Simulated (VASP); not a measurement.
# Te2Mo: how numerical settings change the zone-centre modes, part 3 of 3

How far do the zone-centre frequencies of Te2Mo depend on the numerical settings? The starting structure is a measured crystal structure from the Crystallography Open Database.

VASP 6.6.1.

Results so far: reference B1g (2) 296.5 cm⁻¹; a 4×4×1 mesh B1g (2) 294.9 cm⁻¹.

The database entry behind the starting cell has ideal inner coordinates that were not refined, so it need not match the best structure at ambient conditions.

### 4. Modes with a cutoff of 240 eV

Level of this step: LDA; plane waves and PAW (Te, Mo_sv) (VASP).

Against step 2 the input has ENCUT = 240.

The input, INCAR:

```
SYSTEM = Te2Mo
PREC = Accurate
ENCUT = 240
EDIFF = 1E-08
NELM = 100
ISMEAR = 0
SIGMA = 0.03
LREAL = .FALSE.
ALGO = Normal
GGA = CA
NBANDS = 32
LORBIT = 11
LWAVE = .FALSE.
LCHARG = .FALSE.
KPAR = 4
IBRION = 8
LEPSILON = .TRUE.
ISIF = 2
```

The input, POSCAR:

```
Te2Mo
1.0
    3.4743468299      0.0000000000      0.0000000000
   -1.7371734149      3.0088726162      0.0000000000
    0.0000000000      0.0000000000     13.7688524040
Te Mo
4 2
Direct
    0.6666666667      0.3333333333      0.3806722167
    0.3333333333      0.6666666667      0.8806722167
    0.6666666667      0.3333333333      0.1193277833
    0.3333333333      0.6666666667      0.6193277833
    0.6666666667      0.3333333333      0.7500000000
    0.3333333333      0.6666666667      0.2500000000
```

The input, KPOINTS:

```
Automatic mesh
0
Gamma
8 8 2
0 0 0
```

Potentials, in the order of the species: Te and Mo_sv (LDA family, release 64).

Launch:

```console
> mpirun -np 4 vasp_std
```

Log:

```text
[... set-up lines as in an earlier step ...]
 entering main loop
       N       E                     dE             d eps       ncg     rms          rms(c)
DAV:   1     0.242039955306E+03    0.24204E+03   -0.19196E+04  1640   0.801E+02
DAV:   2    -0.296426557679E+02   -0.27168E+03   -0.26391E+03  1640   0.255E+02
DAV:   3    -0.422875780089E+02   -0.12645E+02   -0.12553E+02  1560   0.484E+01
DAV:   4    -0.425711647625E+02   -0.28359E+00   -0.28298E+00  1560   0.691E+00
[...]
DAV:  16    -0.412185683260E+02    0.86006E-06   -0.19746E-06  1568   0.697E-03    0.158E-02
DAV:  17    -0.412185682234E+02    0.10259E-06   -0.48458E-07  1536   0.311E-03    0.363E-03
DAV:  18    -0.412185682134E+02    0.99408E-08   -0.64014E-08  1456   0.114E-03
   1 F= -.41218568E+02 E0= -.41218568E+02  d E =-.184841E-51
 Linear response reoptimize wavefunctions to high precision
DAV:   1    -0.412185682113E+02    0.20918E-08   -0.38029E-08  1592   0.972E-04
DAV:   2    -0.412185682115E+02   -0.13188E-09   -0.97312E-10   784   0.139E-04
[...]
RMM:  18    -0.681013434840E+00   -0.40282E-08   -0.94721E-08  8676   0.301E-05    0.102E-06
 first order change of Fermi-energy   0.36711E+00
 force on displaced ion       5 direction 1 : -14.629   0.003  -0.000
 Born effective charge ion    5 direction 1 :  -3.306  -0.000   0.000
 Linear response progress:
  Degree of freedom:   4/  4
       N       E                     dE             d eps       ncg     rms          rms(c)
RMM:   1    -0.986233964083E+00   -0.98623E+00    0.84867E-01  1437   0.201E+01
RMM:   2    -0.812533894285E+00    0.17370E+00   -0.31763E-01  1809   0.264E+00    0.153E-01
RMM:   3    -0.818701737283E+00   -0.61678E-02   -0.17807E-02  2219   0.520E-01    0.789E-02
RMM:   4    -0.817999944775E+00    0.70179E-03   -0.71880E-04  2354   0.908E-02    0.382E-02
[...]
RMM:  18    -0.817794243471E+00   -0.17114E-07   -0.14084E-07  2062   0.170E-05    0.123E-06
RMM:  19    -0.817794215487E+00    0.27984E-07    0.12004E-08  1187   0.153E-05    0.454E-07
RMM:  20    -0.817794222542E+00   -0.70555E-08   -0.32938E-08  1026   0.147E-05    0.409E-07
 first order change of Fermi-energy  -0.10439E+00
 force on displaced ion       5 direction 3 :  -0.000  -0.000 -22.033
 Born effective charge ion    5 direction 3 :  -0.000   0.000  -1.906
 Born effective charges drift removed
 Linear response finished
```

The job ended after 2.1 min (4 MPI ranks of AMD EPYC 9R45, shared host; peak memory 1.5 GiB).

Parts of OUTCAR (step 4):

```text
  Total       -1.6319829     -1.6319829     -1.6031728     -0.0000000      0.0000000     -0.0000000
  in kB      -18.1656724    -18.1656724    -17.8449858     -0.0000000      0.0000000     -0.0000000
  external PRESSURE =     -18.0587768 kB  Pullay stress =       0.0000000 kB

 POSITION                                       TOTAL-FORCE (eV/Angst)
 -----------------------------------------------------------------------------------
      1.73717      1.00296      5.24142         0.000000     -0.000000      0.014987
     -0.00000      2.00592     12.12585        -0.000000     -0.000000      0.014987
      1.73717      1.00296      1.64301         0.000000      0.000000     -0.014987
     -0.00000      2.00592      8.52743        -0.000000      0.000000     -0.014987
      1.73717      1.00296     10.32664        -0.000000      0.000000     -0.000000
     -0.00000      2.00592      3.44221         0.000000      0.000000     -0.000000
 -----------------------------------------------------------------------------------
    total drift:                                0.000000     -0.000000      0.000000

 MACROSCOPIC STATIC DIELECTRIC TENSOR (including local field effects in DFT)
 ------------------------------------------------------
          20.357912     0.000000     0.000000
           0.000000    20.357912    -0.000000
          -0.000000     0.000000    12.368464
 ------------------------------------------------------

 MACROSCOPIC STATIC DIELECTRIC TENSOR IONIC CONTRIBUTION
 ------------------------------------------------------
           1.879154     0.000000    -0.000000
           0.000000     1.879154    -0.000000
          -0.000000    -0.000000     0.418696
 ------------------------------------------------------

[... 1 part as in an earlier step ...]

[... 1 further part left out ...]
```

With a cutoff of 240 eV the compared modes are at the top B1g (2) 296.3, A2u 289.6 cm⁻¹, at the bottom B1g (1) 37.6, E2g 27.7 cm⁻¹, with 4 more of the listed ones between; the largest shift among the levels compared is -1.3 cm⁻¹, in E2g, from the reference.

### 5. Modes with a 10×10×2 mesh

Against step 2 the input has a 10×10×2 mesh.

Edit INCAR of step 4 so:

```diff
@@ -2,3 +2,3 @@
 PREC = Accurate
-ENCUT = 240
+ENCUT = 450
 EDIFF = 1E-08
```

POSCAR is that of step 4.

The input, KPOINTS:

```
Automatic mesh
0
Gamma
10 10 2
0 0 0
```

Launch:

```console
> mpirun -np 4 vasp_std
```

Log:

```text
[... set-up lines as in an earlier step ...]
 entering main loop
       N       E                     dE             d eps       ncg     rms          rms(c)
DAV:   1     0.391851215782E+03    0.39185E+03   -0.25379E+04  2088   0.131E+03
DAV:   2    -0.193314111386E+02   -0.41118E+03   -0.40084E+03  2184   0.338E+02
DAV:   3    -0.420681969962E+02   -0.22737E+02   -0.22330E+02  2256   0.674E+01
DAV:   4    -0.426111146093E+02   -0.54292E+00   -0.54165E+00  2096   0.106E+01
[...]
DAV:  18    -0.412631674221E+02    0.11191E-07   -0.29754E-08  1664   0.740E-04    0.228E-03
DAV:  19    -0.412631674120E+02    0.10107E-07   -0.51591E-08  1824   0.110E-03    0.413E-04
DAV:  20    -0.412631674117E+02    0.31196E-09   -0.41214E-09  1064   0.309E-04
   1 F= -.41263167E+02 E0= -.41263167E+02  d E =-.189895E-49
 Linear response reoptimize wavefunctions to high precision
DAV:   1    -0.412631674118E+02   -0.13188E-09   -0.66487E-10  1048   0.117E-04
DAV:   2    -0.412631674120E+02   -0.11187E-09   -0.17147E-10  1056   0.551E-05
[...]
RMM:  22    -0.687236267025E+00   -0.99582E-08   -0.15512E-08 13423   0.237E-05    0.216E-06
 first order change of Fermi-energy   0.42667E+00
 force on displaced ion       5 direction 1 : -14.709   0.002   0.000
 Born effective charge ion    5 direction 1 :  -3.300  -0.000   0.000
 Linear response progress:
  Degree of freedom:   4/  4
       N       E                     dE             d eps       ncg     rms          rms(c)
RMM:   1    -0.992482765699E+00   -0.99248E+00    0.74226E-01  2027   0.204E+01
RMM:   2    -0.818489316405E+00    0.17399E+00   -0.30335E-01  2569   0.263E+00    0.154E-01
RMM:   3    -0.824822368761E+00   -0.63331E-02   -0.21058E-02  2978   0.591E-01    0.798E-02
RMM:   4    -0.824224040592E+00    0.59833E-03   -0.65853E-04  3324   0.104E-01    0.403E-02
[...]
RMM:  23    -0.823960714416E+00    0.44345E-08   -0.26291E-07  1344   0.190E-05    0.132E-06
RMM:  24    -0.823960753984E+00   -0.39568E-07   -0.28872E-07  1286   0.189E-05    0.132E-06
RMM:  25    -0.823960749145E+00    0.48389E-08   -0.27906E-07  1260   0.189E-05    0.130E-06
 first order change of Fermi-energy  -0.11319E+00
 force on displaced ion       5 direction 3 :  -0.000   0.000 -22.069
 Born effective charge ion    5 direction 3 :  -0.000   0.000  -1.900
 Born effective charges drift removed
 Linear response finished
```

Wall time 8 min (4 MPI ranks); peak memory 3.4 GiB.

From OUTCAR (step 5):

```text
  Total       -0.0098088     -0.0098088      0.0034079     -0.0000000     -0.0000000      0.0000000
  in kB       -0.1091817     -0.1091817      0.0379335     -0.0000000     -0.0000000      0.0000000
  external PRESSURE =      -0.0601433 kB  Pullay stress =       0.0000000 kB

 POSITION                                       TOTAL-FORCE (eV/Angst)
 -----------------------------------------------------------------------------------
      1.73717      1.00296      5.24142         0.000000      0.000000      0.002570
     -0.00000      2.00592     12.12585        -0.000000     -0.000000      0.002570
      1.73717      1.00296      1.64301        -0.000000      0.000000     -0.002570
     -0.00000      2.00592      8.52743        -0.000000     -0.000000     -0.002570
      1.73717      1.00296     10.32664        -0.000000      0.000000     -0.000000
     -0.00000      2.00592      3.44221         0.000000      0.000000     -0.000000
 -----------------------------------------------------------------------------------
    total drift:                                0.000000     -0.000000      0.000000

 MACROSCOPIC STATIC DIELECTRIC TENSOR (including local field effects in DFT)
 ------------------------------------------------------
          20.183861     0.000000     0.000000
           0.000000    20.183861     0.000000
          -0.000000     0.000000    12.370579
 ------------------------------------------------------

 MACROSCOPIC STATIC DIELECTRIC TENSOR IONIC CONTRIBUTION
 ------------------------------------------------------
           1.874683     0.000000     0.000000
           0.000000     1.874683     0.000000
           0.000000     0.000000     0.415366
 ------------------------------------------------------

[... 1 part as in an earlier step ...]

[... 1 further part left out ...]
```

With a 10×10×2 mesh the compared modes are at the top B1g (2) 296.4, A2u 289.7 cm⁻¹, at the bottom B1g (1) 38.2, E2g 28.9 cm⁻¹, with 4 more of the listed ones between; the largest shift among the levels compared is -0.2 cm⁻¹, in B1g (1), from the reference.

### 6. Modes with finite displacements

Against step 2 the input has IBRION = 6, NFREE = 2, POTIM = 0.015 and no LEPSILON (also changed: NSW).

Edit INCAR of step 5 so:

```diff
@@ -15,4 +15,6 @@
 KPAR = 4
-IBRION = 8
-LEPSILON = .TRUE.
+IBRION = 6
+NFREE = 2
+POTIM = 0.015
+NSW = 1
 ISIF = 2
```

POSCAR is that of step 5.

The input, KPOINTS:

```
Automatic mesh
0
Gamma
8 8 2
0 0 0
```

Launch:

```console
> mpirun -np 4 vasp_std
```

Log:

```text
[... set-up lines as in an earlier step ...]
 entering main loop
       N       E                     dE             d eps       ncg     rms          rms(c)
[... 19 cycles as in an earlier step ...]
   1 F= -.41262049E+02 E0= -.41262049E+02  d E =-.253821E-51
[... from here on, the cycles between the ionic steps are left out ...]
   2 F= -.41261254E+02 E0= -.41261254E+02  d E =-.572839E-52
   3 F= -.41261254E+02 E0= -.41261254E+02  d E =-.408449E-52
   4 F= -.41260634E+02 E0= -.41260634E+02  d E =-.495921E-51
   5 F= -.41260564E+02 E0= -.41260564E+02  d E =-.199431E-50
   6 F= -.41260394E+02 E0= -.41260394E+02  d E =-.420799E-50
   7 F= -.41260394E+02 E0= -.41260394E+02  d E =-.150540E-11
   8 F= -.41259562E+02 E0= -.41259562E+02  d E =-.161443E-47
   9 F= -.41259562E+02 E0= -.41259562E+02  d E =-.638693E-51
 Finite differences progress:
  Degree of freedom:   4/  4
  Displacement:        2/  2
  Total:               8/  8
```

Run time: 2.3 min. Hardware: 4 MPI ranks; peak memory 1.7 GiB.

From OUTCAR (step 6):

```text
  Total        0.0031913      0.0031913      0.0083335      0.0000000      0.0000000     -0.0000000
  in kB        0.0355229      0.0355229      0.0927610      0.0000000      0.0000000     -0.0000000
  external PRESSURE =       0.0546023 kB  Pullay stress =       0.0000000 kB

 POSITION                                       TOTAL-FORCE (eV/Angst)
 -----------------------------------------------------------------------------------
      1.73717      1.00296      5.24142        -0.000000     -0.000000      0.003864
     -0.00000      2.00592     12.12585        -0.000000     -0.000000     -0.158348
      1.73717      1.00296      1.64301         0.000000      0.000000      0.000166
     -0.00000      2.00592      8.52743         0.000000      0.000000     -0.168770
      1.73717      1.00296     10.31164        -0.000000      0.000000      0.331675
     -0.00000      2.00592      3.44221         0.000000     -0.000000     -0.008586
 -----------------------------------------------------------------------------------
    total drift:                                0.000000     -0.000000     -0.000073

  FREE ENERGIE OF THE ION-ELECTRON SYSTEM (eV)
  ---------------------------------------------------
  free  energy   TOTEN  =       -41.2595620347 eV

  energy  without entropy=      -41.2595620347  energy(sigma->0) =      -41.25956203

[... 2 parts as in an earlier step ...]

[... 1 further part left out ...]
[key lines of the parts left out:]
E-fermi :   8.8809
```

The last energy, forces and stress in OUTCAR belong to the last displaced cell, not to that of POSCAR.

With finite displacements the compared modes are at the top B1g (2) 296.2, A2u 289.8 cm⁻¹, at the bottom B1g (1) 39.0, E2g 29.0 cm⁻¹, with 4 more of the listed ones between; the largest shift among the levels compared is +0.6 cm⁻¹, in B1g (1), from the reference.

### 7. Comparison

| run | B1g (2) | A2u | A1g | B2u | E1g | E2u | B1g (1) | E2g | method | core minutes |
| --- | --- | --- | --- | --- | --- | --- | --- | --- | --- | --- |
| reference | 296.5 | 289.8 | 178.0 | 174.5 | 121.2 | 118.7 | 38.4 | 29.0 | perturbation theory | 23.5 |
| a 4×4×1 mesh | 294.9 | 289.0 | 181.6 | 175.3 | 120.2 | 119.0 | 38.9 | 27.3 | perturbation theory | 4.27 |
| a cutoff of 240 eV | 296.3 | 289.6 | 178.0 | 174.5 | 121.1 | 118.6 | 37.6 | 27.7 | perturbation theory | 8.53 |
| a 10×10×2 mesh | 296.4 | 289.7 | 178.0 | 174.4 | 121.2 | 118.7 | 38.2 | 28.9 | perturbation theory | 31.9 |
| finite displacements | 296.2 | 289.8 | 178.0 | 174.4 | 120.9 | 118.7 | 39.0 | 29.0 | finite displacements | 9.13 |

Modes are in cm⁻¹, degenerate ones as one, matched between runs by symmetry and order. A number in brackets counts the listed modes of one symmetry from the lowest. The symmetry labels come from an automatic analysis and can be wrong where levels nearly coincide. Levels within 1 cm⁻¹ of another in the first run are left out, since their labels are uncertain. Core minutes are wall time times ranks of the run shown, on a shared host.

### 8. Summary of results

```
B1g (2), reference            : 296.5 cm⁻¹
E2g, reference                : 29.0 cm⁻¹
B1g (2), a 4×4×1 mesh         : 294.9 cm⁻¹
E2g, a 4×4×1 mesh             : 27.3 cm⁻¹
B1g (2), a cutoff of 240 eV   : 296.3 cm⁻¹
E2g, a cutoff of 240 eV       : 27.7 cm⁻¹
B1g (2), a 10×10×2 mesh       : 296.4 cm⁻¹
E2g, a 10×10×2 mesh           : 28.9 cm⁻¹
B1g (2), finite displacements : 296.2 cm⁻¹
E2g, finite displacements     : 29.0 cm⁻¹
```

In words: The largest change comes with a 4×4×1 mesh: +3.6 cm⁻¹ in A1g. On finer settings the modes change by up to -0.2 cm⁻¹ in B1g (1) with a 10×10×2 mesh, not denser along every axis. Other changes move the modes by more: +3.6 cm⁻¹ in A1g with a 4×4×1 mesh, -1.3 cm⁻¹ in E2g with a cutoff of 240 eV and +0.6 cm⁻¹ in B1g (1) with finite displacements. The dielectric constants and Born charges in the logs aren't compared here; at a small gap they can be far off, and in a run without a gap they mean nothing. The frequencies are harmonic, and the splitting of polar modes by their long-range field is left out. Further runs on this material are not shown.

[Lines on the potential files, build, host, timing and source positions are cut from VASP's logs without a mark.]

[Logs are printed without paths, hosts, clocks, repeated set-up lines and the standing remarks that a program may print on its own settings, such as how far it seeks lower states.]

[Hosts, paths, dates, database ids (printed as entryN), source tags and the programs' standing remarks are cut or masked in the printed files.]
